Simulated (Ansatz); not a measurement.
## Piezoelectric tensor of AlP

All numbers below come from DFT HSE06, scalar-relativistic, plane waves, PAW in Ansatz 0.2.0. Cutoff 420 eV, 6×6×6 k-points (Γ-centred), fixed occupations. No spin polarisation.

The cell is fixed (symmetry leaves no force on the atoms) and stands under 0.0 GPa:
```yaml
crystal:
  lattice:
    - [0.00000, 2.73840, 2.73840]
    - [2.73840, 0.00000, 2.73840]
    - [2.73840, 2.73840, 0.00000]
  atoms:
    - { symbol: Al, position: [0.00000, 0.00000, 0.00000] }
    - { symbol: P, position: [0.25000, 0.25000, 0.25000] }
```

The cell is the ideal cubic zincblende prototype.

(1) Give the relaxed-ion proper piezoelectric stress tensor e_iJ (C/m², Voigt columns xx yy zz yz xz xy).

(2) With the elastic constants (GPa, Voigt order)
C11 = 137.7, C12 = 67.4, C13 = 67.4, C22 = 137.7, C23 = 67.4, C33 = 137.7, C44 = 66.0, C55 = 66.0, C66 = 66.0 GPa; the others vanish.
find the strain coefficients d = e·C⁻¹ (pC/N).

## Answers

(1)
```
x   0.000 0.000 0.000 0.012 0.000 0.000
y   0.000 0.000 0.000 0.000 0.012 0.000
z   0.000 0.000 0.000 0.000 0.000 0.012
```
Signs follow the orientation of the cell as given.

(2)
```
x   0.00 0.00 0.00 0.18 0.00 0.00
y   0.00 0.00 0.00 0.00 0.18 0.00
z   0.00 0.00 0.00 0.00 0.00 0.18
```

Cost: 1 run of about 13 core-minutes, on Intel Xeon 6975P-C (Granite Rapids) (shared hosts).